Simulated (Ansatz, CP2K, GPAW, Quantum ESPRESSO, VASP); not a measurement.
**One calculation of Hf, 5 ways**

```
CELL_PARAMETERS angstrom
3.19670 0.00000 0.00000
-1.59835 2.76842 0.00000
0.00000 0.00000 5.05780
ATOMIC_POSITIONS crystal
Hf 0.66667 0.33333 0.75000
Hf 0.33333 0.66667 0.25000
```

Alike in all runs: task band structure; functional LDA; k mesh 10 × 10 × 5; occupations fermi-dirac, width 0.05 eV; no spin polarisation; no spin-orbit coupling. LDA stands for any of its common fits. Pressure is positive in compression and, in plane waves, holds the error of the finite cutoff.

| program and potentials | plane-wave cutoff (eV) | notes | pressure (GPa) |
| --- | --- | --- | --- |
| CP2K, POTENTIAL_UZH Hf GTH-PBE-q12; TZVP-MOLOPT-PBE-GTH basis | - | atomic basis; potentials made for PBE; 12 valence electrons an atom on average | -5.64 |
| VASP, LDA PAW files Hf_pv, 520 eV | 520 | 10 valence electrons an atom on average | -7.79 |
| GPAW, the program's PAW data sets (release 1.2.1) made for this functional | 600 | 12 valence electrons an atom on average | -7.53 |
| Ansatz, all-electron LAPW, scalar-relativistic | - | - | -7.78 |
| Quantum ESPRESSO, PseudoDojo 0.4.1 SR LDA standard | 789 | 12 valence electrons an atom on average | -8.87 |

The pressure spans -8.87 (Quantum ESPRESSO, PseudoDojo 0.4.1 SR LDA standard) to -5.64 GPa (CP2K, POTENTIAL_UZH Hf GTH-PBE-q12; TZVP-MOLOPT-PBE-GTH basis), with all-electron results at -7.78. The pressure on the cell as given of CP2K, POTENTIAL_UZH Hf GTH-PBE-q12; TZVP-MOLOPT-PBE-GTH basis lies far from the others; the cause wasn't traced. Rows in atomic bases carry the error of their basis and grid, which can be large.

The functional is the same throughout but for its coding, so the spread measures potentials, basis and numerics; runs on potential files found faulty are left out.
